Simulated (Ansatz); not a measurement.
The system is Be.

```
Be
1.0
     2.28530    0.00000    0.00000
    -1.14265    1.97913    0.00000
     0.00000    0.00000    3.58420
Be
2
Direct
  0.66667 0.33333 0.75000
  0.33333 0.66667 0.25000
```

Base run:

```yaml
Program: Ansatz 0.2.0
Functional: PBEsol
Potentials_or_basis: all-electron LAPW, scalar-relativistic
Cutoff: 140 eV (chosen from the basis error)
Basis_error_allowed: 0.001 eV/atom
k_mesh: 13 × 13 × 8
Occupations: fermi-dirac, width 0.05 eV
Spin: no spin polarisation
```

Its results: pressure -3.9 GPa.

Problem. The run is repeated on the same cell with these changes: functional from PBEsol to PBE. What comes out?

Solution. Pressure -2.8 GPa.

PBE binds less tightly than PBEsol, so the same cell stands under more pressure.
